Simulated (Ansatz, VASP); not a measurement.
W: VASP beside Ansatz

```xyz
1
Lattice="-1.5914 1.5914 1.5914 1.5914 -1.5914 1.5914 1.5914 1.5914 -1.5914" Properties=species:S:1:pos:R:3 pbc="T T T"
W     0.0000    0.0000    0.0000
```

Alike in both runs: functional PBE; k mesh 16 × 16 × 16; occupations gaussian, width 0.1 eV; no spin polarisation.

Ansatz relaxed the structure, and its values are those at the end. VASP's run is a single point on that final structure, the one shown.

|  | VASP | Ansatz |
| --- | --- | --- |
| version | VASP 6.6.1 | Ansatz 0.2.0 |
| potentials or method | VASP PAW PBE potentials, release 64 (W_sv) | scalar-relativistic, plane waves, PAW |
| plane-wave cutoff (eV) | 520 | 420 |
| valence electrons in the cell | 14 | 14 |

```csv
,VASP,Ansatz,Ansatz less VASP
gap on the k mesh at the Fermi level (eV),none,none,-
pressure (GPa),0.5,0.0,-0.50
```

A gap of «none» marks a metal or a gap that the smearing closes. The functional is the same, so the differences come from potentials, cutoffs and numerics.

The runs have no spin-orbit coupling, so splittings on W are missing.
